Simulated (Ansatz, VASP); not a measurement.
**Two plane-wave programs on Gd**

```
CELL_PARAMETERS angstrom
0.00000 2.61985 2.61985
2.61985 0.00000 2.61985
2.61985 2.61985 0.00000
ATOMIC_POSITIONS crystal
Gd 0.00000 0.00000 0.00000
```

Change from the starting cell: volume scaled by 1.04.

Alike in both runs: task single point; functional PBE; k mesh 9 × 9 × 9; occupations fermi-dirac, width 0.05 eV; collinear spin, ferromagnetic start.

|  | VASP | Ansatz |
| --- | --- | --- |
| version | VASP 6.6.1 | Ansatz 0.2.0 |
| potentials or method | VASP PAW PBE potentials, release 64 (Gd) | Ansatz PAW |
| plane-wave cutoff (eV) | 520 | 420 |
| valence electrons in the cell | 18 | 18 |

```tsv
	VASP	Ansatz	Ansatz less VASP
gap on the k mesh at the Fermi level (eV)	none	none	-
pressure (GPa)	-2.3	-2.2	+0.07
net moment per atom (μB)	7.65	7.64	-0.006
size of the moment on the site where the two differ most (μB)	6.98	7.36	+0.383
```

Site moments also hang on the region over which each program counts them. A gap of «none» marks a metal or a gap that the smearing closes. With one functional, cell and mesh, what is left measures potentials, basis and numerics.

Caveats: spin-orbit coupling is left out, which moves the levels of the heavy elements. The state reached can hang on the start; a lower one may exist.
